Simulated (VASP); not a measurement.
Crystal: TiO.

```xyz
2
Lattice="2.7083 0.0000 0.0000 0.0000 2.7083 0.0000 0.0000 0.0000 2.7083" Properties=species:S:1:pos:R:3 pbc="T T T"
Ti    0.0000    0.0000    0.0000
O     1.3542    1.3542    1.3542
```

The cell comes from a database or a generator and needn't be the stable form of this composition.

* Program: VASP 6.6.1
* Task: relaxation of cell and atoms
* Functional: SCAN
* Potentials or basis: VASP PAW PBE potentials, release 64 (Ti_sv, O)
* Cutoff: 600 eV
* k mesh: 10 × 10 × 10
* Occupations: gaussian, width 0.05 eV
* Spin: no spin polarisation

At the start: pressure -19.7 GPa; volume 9.93 Å³/atom.

Question: Where does the relaxation end?

Answer: Over 7 steps the energy falls by 58.6 meV/atom and the volume is 9.06 Å³/atom (-8.8 %); space group Pm-3m (No. 221, to 0.05 Å).

The path:
```csv
step,energy change (eV),largest force (eV/Å),pressure (GPa),volume (Å³)
1,0.0000,0.0000,-19.70,19.87
2,0.0025,0.0000,26.08,16.56
3,-0.1171,0.0000,-0.26,18.13
4,-0.1171,0.0000,0.21,18.10
5,-0.1171,0.0000,-0.19,18.13
6,-0.1171,0.0000,-0.15,18.13
7,-0.1171,0.0000,0.00,18.12
```

Final structure:
```
Ti O
1.0
     2.62637    0.00000    0.00000
     0.00000    2.62637    0.00000
     0.00000    0.00000    2.62637
Ti O
1 1
Direct
  0.00000 0.00000 0.00000
  0.50000 0.50000 0.50000
```

Caveat: the PAW data sets were made with another functional, which shifts forces and pressure a little.
